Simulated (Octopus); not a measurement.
# TaN (Pm-3m) in Octopus: convergence with grid spacing

Aim: find how far grid spacing must go before the results for TaN settle, at PBE+U. This setting moves, with any that are tied to it; all else stays.

Everything below comes from runs of Octopus 16.4. Logs are shortened: lines on timing, memory, paths and dates and some standing lists are left out, and cuts for length are marked.

**1. The crystal as given**

It takes space group Pm-3m (No. 221, cubic). Conventional cell: a = 2.732 Å, b = 2.732 Å, c = 2.732 Å, α = 90.00°, β = 90.00°, γ = 90.00°. Ta (site symmetry m-3m) has 8 N at 2.37 Å as nearest neighbours. N (site symmetry m-3m) is surrounded by 8 Ta at 2.37 Å.

The cell comes from a database or a generator and needn't be the stable form of this composition.

**2. With grid spacing 0.24839 Å**

The input, inp:

```
CalculationMode = gs
UnitsOutput = eV_Angstrom
PeriodicDimensions = 3
ExperimentalFeatures = yes
PseudopotentialSet = pseudodojo_pbe
%Species
 "Ta" | species_pseudo | hubbard_l | 2 | hubbard_u | 4.5*eV
%
%LatticeParameters
 1*angstrom | 1*angstrom | 1*angstrom
%
%LatticeVectors
 2.73230769 | 0 | 0
 0 | 2.73230769 | 0
 0 | 0 | 2.73230769
%
%ReducedCoordinates
 "Ta" | 0 | 0 | 0
 "N" | 0.5 | 0.5 | 0.5
%
%Spacing
 0.24839161*angstrom | 0.24839161*angstrom | 0.24839161*angstrom
%
DerivativesOrder = 8
%KPointsGrid
 7 | 7 | 7
%
KPointsUseSymmetries = yes
XCFunctional = gga_x_pbe + gga_c_pbe
DFTULevel = dft_u_empirical
AOTruncation = ao_box
SmearingFunction = fermi_dirac
Smearing = 0.05*eV
ExtraStates = 8
Eigensolver = chebyshev_filter
ConvRelDens = 1e-6
MaximumIter = 120
%Output
 occ_matrices
%
```

Potentials or basis: pseudodojo_pbe (PseudoDojo 0.5, PBE).

On the command line:

```console
OMP_NUM_THREADS=1 octopus > out.log
```

out.log:

```text
Running octopus

[... 13 lines left out ...]

Input: [AllElectronType = no]
Input: [PseudopotentialSet = pseudodojo_pbe]
Reading Coordinates from ReducedCoordinates block

****************************** Species *******************************
  Species 'Ta'
    type             : pseudopotential
    file             : 'Ta.upf'
    file format      : UPF2
    valence charge   : 13.0
    atomic number    :  73
    form on file     : kleinman-bylander
    lmax             : 3
    llocal           : -1
    projectors per l : 2
    total projectors : 8
    application form : kleinman-bylander
    orbitals         : 10
    bound orbitals   : 10

  Species 'N'
    type             : pseudopotential
    file             : 'N.upf'
    file format      : UPF2
    valence charge   : 5.0
    atomic number    :   7
    form on file     : kleinman-bylander
    lmax             : 1
    llocal           : -1
    projectors per l : 2
    total projectors : 4
    application form : kleinman-bylander
    orbitals         :  4
    bound orbitals   :  4

**********************************************************************

[... 344 lines left out ...]
%------------------------%%------------%------%%%%-%--%%%%%%--%%%%----
%------------------------%%-----------%%-----%%%%%%%%%%%%%%%%%%%%%%%--
                                                     ^

Fermi energy =    14.714584 eV

**********************************************************************

*********************** SCF CYCLE ITER #    2 ************************
 etot  = -2.04412145E+03 abs_ev   =  3.03E+00 rel_ev   =  1.67E-02
 ediff =        1.73E-01 abs_dens =  9.65E-01 rel_dens =  5.36E-02
Matrix vector products: 500
Converged eigenvectors: 0
[... 103 lines left out ...]
*********************** SCF CYCLE ITER #   11 ************************
 etot  = -2.04963617E+03 abs_ev   =  1.08E-05 rel_ev   =  5.82E-08
 ediff =        9.79E-07 abs_dens =  3.63E-06 rel_dens =  2.02E-07
Matrix vector products: 500
Converged eigenvectors: 274

#  State  KPoint  Eigenvalue [eV]  Occupation    Error
      1       1      -56.390618    2.000000   ( 2.1E-08)
      1       2      -56.373765    2.000000   ( 2.2E-08)
      1       3      -56.357009    2.000000   ( 2.3E-08)
      1       4      -56.340349    2.000000   ( 2.3E-08)
      1       5      -56.335715    2.000000   ( 2.3E-08)
      1       6      -56.319180    2.000000   ( 2.3E-08)
      1       9      -56.305018    2.000000   ( 1.7E-08)
      1       7      -56.302739    2.000000   ( 2.2E-08)
[... 23 lines left out ...]
     16       2       31.640473    0.000000   ( 9.0E-05)
     17      16       31.933629    0.000000   ( 4.1E-02)
     17      13       32.372790    0.000000   ( 1.8E-02)
     17      18       32.422931    0.000000   ( 2.5E-02)
     17      20       32.881831    0.000000   ( 2.6E-02)
     17       2       33.489046    0.000000   ( 1.5E-02)
     17       1       34.952506    0.000000   ( 2.1E-02)
     17      19       34.987396    0.000000   ( 3.1E-02)

Density of states:

-------------------------%--------------------------------------------
-------------------------%--------------------------------------------
-------------------------%%------------------------------%------------
-------------------------%%------------------------------%------------
%------------------------%%------------------------------%-------%----
%------------------------%%--------------------%--%-----%%-------%----
%------------------------%%--------------%-----%-%%---%%%%-------%----
%------------------------%%--------------%-----%%%%%--%%%%%----%-%----
%------------------------%%-------------%%-----%%%%%%%%%%%%%%-%%%%%---
%------------------------%%-------------%%----%%%%%%%%%%%%%%%%%%%%%%--
                                                     ^

Fermi energy =    14.181234 eV

**********************************************************************

Info: SCF converged in   11 iterations

** Warning:
**   Some of the states are not fully converged!

Info: Number of matrix-vector products:       5500
Info: Writing output to static/
Info: Finished writing information to 'restart/gs'.

Octopus emitted 15 warnings.
```

static/occ_matrices:

```text
 Occupation matrices 
 Orbital set    1 spin    1
     0.18286683    0.00000000   -0.00000000   -0.00000000    0.00000000    0.00000000    0.00000000   -0.00000000   -0.00000000   -0.00000000
    -0.00000000   -0.00000000    0.18286683    0.00000000    0.00000000    0.00000000    0.00000000    0.00000000    0.00000000   -0.00000000
    -0.00000000   -0.00000000   -0.00000000    0.00000000    0.56954127   -0.00000000   -0.00000000   -0.00000000   -0.00000000   -0.00000000
     0.00000000   -0.00000000    0.00000000    0.00000000   -0.00000000    0.00000000    0.18286683    0.00000000   -0.00000000    0.00000000
    -0.00000000   -0.00000000    0.00000000   -0.00000000    0.00000000    0.00000000    0.00000000    0.00000000    0.56954127   -0.00000000
```

It took 12 s on 1 thread of Arm Neoverse V1, shared host; peak memory 0.08 GiB.

What came out:

```
Free energy            : -2049.6514 eV
Band gap on the k mesh : none (metal or under the smearing width)
```

**3. With grid spacing 0.21018 Å**

inp: that of step 2 with these lines changed.

```diff
@@ -21,3 +21,3 @@
 %Spacing
- 0.24839161*angstrom | 0.24839161*angstrom | 0.24839161*angstrom
+ 0.21017751*angstrom | 0.21017751*angstrom | 0.21017751*angstrom
 %
```

Potentials or basis: pseudodojo_pbe (PseudoDojo 0.5, PBE).

On the command line:

```console
OMP_NUM_THREADS=1 octopus > out.log
```

It took 20 s on 1 thread of Arm Neoverse V1, shared host; peak memory 0.1 GiB.

Results:

| Property | Result |
| --- | --- |
| Free energy | -2051.4314 eV |
| Band gap on the k mesh | none (metal or under the smearing width) |

**4. With grid spacing 0.19516 Å**

inp: that of step 3 with these lines changed.

```diff
@@ -21,3 +21,3 @@
 %Spacing
- 0.21017751*angstrom | 0.21017751*angstrom | 0.21017751*angstrom
+ 0.19516483*angstrom | 0.19516483*angstrom | 0.19516483*angstrom
 %
@@ -38,2 +38,5 @@
 %Output
+ density | cube
+ elf | cube
+ potential | cube
  occ_matrices
```

On the command line:

```console
OMP_NUM_THREADS=1 octopus > out.log
```

It took 25 s on 1 thread of Arm Neoverse V1, shared host; peak memory 0.12 GiB.

What came out:

- Free energy: -2051.5462 eV
- Band gap on the k mesh: none (metal or under the smearing width)

**5. With grid spacing 0.17077 Å**

inp: that of step 4 with these lines changed.

```diff
@@ -21,3 +21,3 @@
 %Spacing
- 0.19516483*angstrom | 0.19516483*angstrom | 0.19516483*angstrom
+ 0.17076923*angstrom | 0.17076923*angstrom | 0.17076923*angstrom
 %
@@ -38,5 +38,2 @@
 %Output
- density | cube
- elf | cube
- potential | cube
  occ_matrices
```

On the command line:

```console
OMP_NUM_THREADS=1 octopus > out.log
```

Wall time 42 s (1 thread of Arm Neoverse V1, shared host); peak memory 0.15 GiB.

Results:

| Property | Result |
| --- | --- |
| Free energy | -2051.3096 eV |
| Band gap on the k mesh | none (metal or under the smearing width) |

**6. With grid spacing 0.14381 Å**

inp: that of step 5 with these lines changed.

```diff
@@ -21,3 +21,3 @@
 %Spacing
- 0.17076923*angstrom | 0.17076923*angstrom | 0.17076923*angstrom
+ 0.14380567*angstrom | 0.14380567*angstrom | 0.14380567*angstrom
 %
@@ -38,2 +38,5 @@
 %Output
+ density | cube
+ elf | cube
+ potential | cube
  occ_matrices
```

Potentials or basis: pseudodojo_pbe (PseudoDojo 0.5, PBE).

On the command line:

```console
OMP_NUM_THREADS=1 octopus > out.log
```

It took 62 s on 1 thread of Arm Neoverse V1, shared host; peak memory 0.21 GiB.

The run converged. Its results:

```
Free energy            : -2051.0594 eV
Band gap on the k mesh : none (metal or under the smearing width)
```

**7. With grid spacing 0.13011 Å**

inp: that of step 6 with these lines changed.

```diff
@@ -21,3 +21,3 @@
 %Spacing
- 0.14380567*angstrom | 0.14380567*angstrom | 0.14380567*angstrom
+ 0.13010989*angstrom | 0.13010989*angstrom | 0.13010989*angstrom
 %
@@ -38,5 +38,2 @@
 %Output
- density | cube
- elf | cube
- potential | cube
  occ_matrices
```

On the command line:

```console
OMP_NUM_THREADS=1 octopus > out.log
```

Wall time 83 s (1 thread of Arm Neoverse V1, shared host); peak memory 0.26 GiB.

Results (log left out):

```
Free energy            : -2050.9435 eV
Band gap on the k mesh : none (metal or under the smearing width)
```

**8. With grid spacing 0.11385 Å**

inp: that of step 7 with these lines changed.

```diff
@@ -21,3 +21,3 @@
 %Spacing
- 0.13010989*angstrom | 0.13010989*angstrom | 0.13010989*angstrom
+ 0.11384615*angstrom | 0.11384615*angstrom | 0.11384615*angstrom
 %
```

On the command line:

```console
OMP_NUM_THREADS=1 octopus > out.log
```

It took 2.1 min on 1 thread of Arm Neoverse V1, shared host; peak memory 0.35 GiB.

The run converged. Its results:

| Property | Result |
| --- | --- |
| Free energy | -2050.9442 eV |
| Band gap on the k mesh | none (metal or under the smearing width) |

**9. With grid spacing 0.1012 Å**

inp: that of step 8 with these lines changed.

```diff
@@ -21,3 +21,3 @@
 %Spacing
- 0.11384615*angstrom | 0.11384615*angstrom | 0.11384615*angstrom
+ 0.10119658*angstrom | 0.10119658*angstrom | 0.10119658*angstrom
 %
```

Potentials or basis: pseudodojo_pbe (PseudoDojo 0.5, PBE).

On the command line:

```console
OMP_NUM_THREADS=1 octopus > out.log
```

Run time: 3.1 min. Hardware: 1 thread of Arm Neoverse V1, shared host; peak memory 0.46 GiB.

Results (log left out):

```
Free energy            : -2050.8912 eV
Band gap on the k mesh : none (metal or under the smearing width)
```

**10. Summary**

```csv
grid spacing,"energy less the tightest run, at zero smearing (meV/atom)",SCF cycles,CPU time (s),peak memory (GiB)
0.24839 Å,620.23,11,12,0.08
0.21018 Å,-269.95,11,20,0.1
0.19516 Å,-327.35,11,25,0.12
0.17077 Å,-209.07,11,42,0.15
0.14381 Å,-84.00,12,62,0.21
0.13011 Å,-26.10,13,83,0.26
0.11385 Å,-26.46,13,130,0.35
0.1012 Å,0.00,14,190,0.46
```

Not settled before the last step: the energy (to 1 meV/atom). The tightest run that finished is the yardstick and may itself not be fully converged.

Caveats: U acts on the potentials' truncated atomic orbitals, so values differ from other programs' at the same U, and they weren't checked against one; U without spin polarisation on a metal has little footing.
